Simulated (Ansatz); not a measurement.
**CaO (Fm-3m): lattice vibrations**

```
Ca O
1.0
     0.00000    2.38358    2.38358
     2.38358    0.00000    2.38358
     2.38358    2.38358    0.00000
Ca O
1 1
Direct
  0.00000 0.00000 0.00000
  0.50000 0.50000 0.50000
```

Level of theory, where no other is named: PBEsol, all-electron LAPW in Ansatz 0.2.0, scalar-relativistic. k mesh 8×8×8, fixed occupations, basis error target 1 meV/atom. The cell was relaxed by PAW under this functional.

Atoms are displaced by 0.01 Å in the smallest supercells that hold the wave vectors of a 2×2×2 mesh. Negative values stand for unstable modes. The zone centre has no LO-TO term.

What are the phonon energies at the solved wave vectors, in meV?

```
                q  point                           modes (meV)
0.000 0.000 0.000  Gamma                            33.87 (×3)
0.500 0.000 0.000      L  22.17 (×2), 38.02 (×2), 46.17, 58.30
0.500 0.500 0.000      X  24.95 (×2), 36.44, 36.90 (×2), 47.84
```

Is the structure dynamically stable at these wave vectors?

Yes, no mode is unstable there; wave vectors off this mesh aren't tested.

How do the optical zone-centre modes decompose, and which are active?

Point group m-3m: Γ_opt = T1u.

```json
{"label": "T1u", "meV": "33.87", "activity": "IR", "mostly": "O (72 %)"}
```

How well do frozen-core PAW files reproduce these all-electron values?

With a cutoff of 420 eV and displacements of 0.0025 Å, the r.m.s. difference over the modes is 0.2 cm⁻¹; the largest difference is 386.2 (PAW) against 385.9 cm⁻¹ (LAPW).

The cell is scaled evenly to 26.272 and 27.897 Å³ (from 27.084), with free atoms relaxed and the shape held. What are the mode Grüneisen parameters γ = −d ln ω/d ln V?

For the highest mode, 486.6 cm⁻¹ in the small cell and 454.8 in the large one give γ ≈ 1.13. From the change of the dynamical matrix on each mode:

```csv
point,cm⁻¹,γ
Gamma,273.1,2.66
L,178.8,2.21
L,306.7,1.99
L,372.4,1.00
L,470.2,1.13
X,201.3,0.31
X,293.9,2.41
X,297.6,2.43
X,385.9,0.57
```

Weighted by the modes' heat capacities at 300 K, the mean on this mesh is 1.70; it moves with the q mesh, and a coarse one overweights the zone boundary.

Linear response on PAW files adds the field. What are the dielectric tensor, the Born charges and the LO shift?

ε∞ = (3.86, 3.86, 3.86) along x, y, z with local fields. Born charges (xx, yy, zz): Ca1 (2.36, 2.36, 2.36); O2 (-2.36, -2.36, -2.36). The highest zone-centre mode lies at 272.9 cm⁻¹ without the macroscopic field and at 551.3 cm⁻¹ with it, for q along x. Lyddane-Sachs-Teller then gives ε₀ = ε∞ (ω_LO/ω_TO)² = 15.74. With the ions free to follow the field, the program's ε₀ is (15.74, 15.74, 15.74).

Keep in mind: the frozen-core PAW files of the compared runs were fitted under PBE, their cores solved anew for this functional; semilocal gaps are low, and ε∞ tends to come out large.
